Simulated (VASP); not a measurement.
# Ge (P3_121) in VASP: a series of runs, part 2 of 2

VASP 6.6.1. Earlier steps stand in the parts before.

**5. Relaxation of cell and atoms, PBEsol**

This run uses another cell than the first one: it holds 1 atom, not 3.

The input, INCAR:

```
SYSTEM = Ge
PREC = Accurate
ENCUT = 600
EDIFF = 1E-6
ISMEAR = 0
SIGMA = 0.1
LREAL = .FALSE.
LASPH = .TRUE.
NELM = 100
ALGO = Fast
ISIF = 3
LWAVE = .FALSE.
LCHARG = .FALSE.
GGA = PS
IBRION = 2
NSW = 100
EDIFFG = -0.01
```

The input, KPOINTS:

```
regular mesh
0
G
  20 20 20
  0 0 0
```

The input, POSCAR:

```
Ge
1.0
    2.6596851913      0.0000000000      0.0000000000
    0.0000000000      2.6596851913      0.0000000000
    0.0000000000      0.0000000000      2.6596851913
Ge
1
Direct
    0.5000000000      0.5000000000      0.5000000000
```

Run with:

```bash
> cat potpaw_PBE.64/Ge_d/POTCAR > POTCAR
> mpirun -np 1 vasp_std > vasp.out
```

Wall time 2.9 min (1 thread of Intel Xeon Platinum 8488C (Sapphire Rapids), shared host); peak memory 0.2 GiB.

Results (log left out):

* Free energy: -4.7437 eV
* Relaxed volume: 18.93 Å³/atom
* Relaxed cell: a = 2.665 Å, b = 2.665 Å, c = 2.665 Å, α = 90.00°, β = 90.00°, γ = 90.00°
* Space group after relaxing (to 0.05 Å): Pm-3m (No. 221)
* Energy gained by relaxing: 0.3 meV/atom
* Ionic steps: 12
* Pressure after relaxing: 0.0 GPa
* Band gap on the k mesh: none (metal or under the smearing width)

Step by step:
| step | energy change (eV) | largest force (eV/Å) | pressure (GPa) | volume (Å³) |
| --- | --- | --- | --- | --- |
| 1 | 0.0000 | 0.0000 | 0.17 | 18.81 |
| 2 | -0.0002 | 0.0000 | -0.16 | 18.87 |
| 3 | -0.0002 | 0.0000 | 0.66 | 18.86 |
| 4 | -0.0002 | 0.0000 | 0.53 | 18.87 |
| 5 | -0.0002 | 0.0000 | 0.18 | 18.88 |
| 6 | -0.0002 | 0.0000 | 0.39 | 18.89 |
| 7 | -0.0003 | 0.0000 | 0.37 | 18.89 |
| 8 | -0.0003 | 0.0000 | 0.13 | 18.91 |
| 9 | -0.0003 | 0.0000 | -0.13 | 18.93 |
| 10 | -0.0003 | 0.0000 | 0.27 | 18.92 |
| 11 | -0.0003 | 0.0000 | 0.20 | 18.93 |
| 12 | -0.0003 | 0.0000 | 0.04 | 18.93 |

Final structure:
```
CELL_PARAMETERS angstrom
2.66509 0.00000 0.00000
0.00000 2.66509 0.00000
0.00000 0.00000 2.66509
ATOMIC_POSITIONS crystal
Ge 0.50000 0.50000 0.50000
```

Levels at points of the mesh, in eV from the Fermi level:
| k point | band 3 | band 4 | band 5 | band 6 | band 7 | band 8 | band 9 | band 10 | band 11 |
| --- | --- | --- | --- | --- | --- | --- | --- | --- | --- |
| (0.00, 0.00, 0.00) | -24.33 | -24.33 | -24.33 | -13.14 | 6.87 | 6.87 | 6.87 | 10.25 | 10.25 |
| (0.50, 0.00, 0.00) | -24.41 | -24.40 | -24.33 | -9.17 | -5.90 | 9.93 | 9.93 | 13.63 | 15.50 |
| (0.50, 0.50, 0.00) | -24.40 | -24.40 | -24.25 | -4.96 | -2.67 | -2.67 | 3.04 | 12.95 | 19.78 |
| (0.50, 0.50, 0.50) | -24.50 | -24.24 | -24.24 | -0.04 | 0.36 | 0.36 | 0.36 | 6.93 | 6.93 |

Caveat: the PAW data sets were made with another functional, which shifts forces and pressure a little.

**6. Single point, PBEsol**

This run uses another cell than the first one: it holds 12 atoms, not 3.

The input, INCAR:

```
SYSTEM = Ge
  PREC = Accurate
  ENCUT = 520
  EDIFF = 1E-7
  ISMEAR = 0
  SIGMA = 0.1
  LREAL = .FALSE.
  LASPH = .TRUE.
  NELM = 100
  ALGO = Fast
  ISIF = 2
  LWAVE = .FALSE.
  LCHARG = .FALSE.
  GGA = PS
  NBANDS = 96
```

The input, KPOINTS:

```
Automatic mesh
0
G
  3 3 3
  0 0 0
```

The input, POSCAR:

```
Ge
1.0
    3.6689249105      2.1182547847      6.2569924743
   -3.6689249105      2.1182547847      6.2569924743
    0.0000000000     -4.2365095693      6.2569924743
Ge
12
Direct
    0.0101900000      0.6536100000      0.0101900000
    0.0101900000      0.0101900000      0.6536100000
    0.6536100000      0.0101900000      0.0101900000
    0.9898100000      0.3463900000      0.9898100000
    0.3463900000      0.9898100000      0.9898100000
    0.9898100000      0.9898100000      0.3463900000
    0.2211800000      0.6306000000      0.2211800000
    0.2211800000      0.2211800000      0.6306000000
    0.6306000000      0.2211800000      0.2211800000
    0.7788200000      0.3694000000      0.7788200000
    0.3694000000      0.7788200000      0.7788200000
    0.7788200000      0.7788200000      0.3694000000
```

Potentials or basis: VASP PAW PBE potentials, release 64 (Ge_d).

Run with:

```bash
> cat potpaw_PBE.64/Ge_d/POTCAR > POTCAR
> mpirun -np 1 vasp_std > vasp.out
```

Run time: 4.3 min. Hardware: 1 thread of Intel Xeon Platinum 8559C (Emerald Rapids), shared host; peak memory 0.44 GiB.

Results (log left out):

* Free energy: -53.6992 eV
* Pressure: 3.7 GPa
* Largest force: 1.023 eV/Å
* Band gap on the k mesh: none (metal or under the smearing width)

Forces in eV/Å, atoms in the order of the input:
```
Ge   0.222 -0.128 -0.163
Ge   0.000  0.256 -0.163
Ge  -0.222 -0.128 -0.163
Ge  -0.222  0.128  0.163
Ge   0.222  0.128  0.163
Ge   0.000 -0.256  0.163
Ge   0.869 -0.502  0.199
Ge   0.000  1.003  0.199
Ge  -0.869 -0.502  0.199
Ge  -0.869  0.502 -0.199
Ge   0.869  0.502 -0.199
Ge   0.000 -1.003 -0.199
```

Stress tensor (GPa, compression positive):
```
2.18 0.00 0.00
0.00 2.18 0.00
0.00 0.00 6.69
```

Levels at points of the mesh, in eV from the Fermi level:
| k point | band 81 | band 82 | band 83 | band 84 | band 85 | band 86 | band 87 | band 88 |
| --- | --- | --- | --- | --- | --- | --- | --- | --- |
| (0.00, 0.00, 0.00) | -0.50 | 0.26 | 0.26 | 0.28 | 0.28 | 0.56 | 0.56 | 1.06 |

Caveat: the PAW data sets were made with another functional, which shifts forces and pressure a little.

**7. Single point, PBEsol**

This run uses another cell than the first one: it holds 12 atoms, not 3.

The input, INCAR:

```
PREC = Accurate
ENCUT = 520
EDIFF = 1E-6
ISMEAR = 0
SIGMA = 0.1
LREAL = F
LASPH = T
NELM = 100
ALGO = Fast
ISIF = 2
LWAVE = F
LCHARG = F
GGA = PS
NBANDS = 96
```

The input, KPOINTS:

```
regular mesh
0
Gamma
  3 3 3
```

The input, POSCAR:

```
Ge
1.0
    3.5555452267      2.0527949938      6.6348711603
   -3.5555452267      2.0527949938      6.6348711603
    0.0000000000     -4.1055899875      6.6348711603
Ge
12
Direct
    0.0257982655      0.6331894795      0.0257982655
    0.0257982655      0.0257982655      0.6331894795
    0.6331894795      0.0257982655      0.0257982655
    0.9742017345      0.3668105205      0.9742017345
    0.3668105205      0.9742017345      0.9742017345
    0.9742017345      0.9742017345      0.3668105205
    0.2392016869      0.6193007252      0.2392016869
    0.2392016869      0.2392016869      0.6193007252
    0.6193007252      0.2392016869      0.2392016869
    0.7607983131      0.3806992748      0.7607983131
    0.3806992748      0.7607983131      0.7607983131
    0.7607983131      0.7607983131      0.3806992748
```

Run with:

```bash
> cat potpaw_PBE.64/Ge_d/POTCAR > POTCAR
> mpirun -np 1 vasp_std > vasp.out
```

Wall time 4.1 min (1 thread of Intel Xeon Platinum 8559C (Emerald Rapids), shared host); peak memory 0.5 GiB.

It converged, with:

```
Free energy            : -54.5839 eV
Pressure               : 0.0 GPa
Largest force          : 0.011 eV/Å
Band gap on the k mesh : none (metal or under the smearing width)
```

Forces on the atoms (eV/Å):
```
Ge   0.002 -0.001 -0.006
Ge   0.000  0.003 -0.006
Ge  -0.002 -0.001 -0.006
Ge  -0.002  0.001  0.006
Ge   0.002  0.001  0.006
Ge   0.000 -0.003  0.006
Ge  -0.004  0.002  0.010
Ge   0.000 -0.005  0.010
Ge   0.004  0.002  0.010
Ge   0.004 -0.002 -0.010
Ge  -0.004 -0.002 -0.010
Ge   0.000  0.005 -0.010
```

Levels at points of the mesh, in eV from the Fermi level:
| k point | band 82 | band 83 | band 84 | band 85 | band 86 | band 87 |
| --- | --- | --- | --- | --- | --- | --- |
| (0.00, 0.00, 0.00) | 0.16 | 0.16 | 0.45 | 0.56 | 0.56 | 0.70 |

Caveat: the PAW data sets were made with another functional, which shifts forces and pressure a little.

**8. Summary**

```csv
task,cell,k mesh,cutoff (eV),gap on the mesh (eV),pressure (GPa),relaxed volume (Å³/atom),largest force (eV/Å)
relaxation of cell and atoms,relaxed,6 × 6 × 4,600,none,-0.1,18.86,0.02
single point,"P3_121, 23.3 Å³/atom",6 × 6 × 4,520,none,5.4,-,3.61
single point,"Pm-3m, 18.98 Å³/atom",20 × 20 × 20,520,none,-0.1,-,-
relaxation of cell and atoms,relaxed,20 × 20 × 20,600,none,0.0,18.93,-
single point,"R-3m, 24.31 Å³/atom",3 × 3 × 3,520,none,3.7,-,1.02
single point,"R-3m, 24.21 Å³/atom",3 × 3 × 3,520,none,0.0,-,0.01
```

Alike in all rows: level PBEsol; potentials or basis VASP PAW PBE potentials, release 64 (Ge_d); no spin polarisation; smearing gaussian 0.1 eV.

Every run on the cell as given and a fine mesh finds a metal.

Caveats: the PAW data sets were made with another functional, which shifts forces and pressure a little; the volume moved by over 15 % at a fixed basis, so the end points are rough (some runs).

Absolute energies hang on the potentials; compare differences alone.
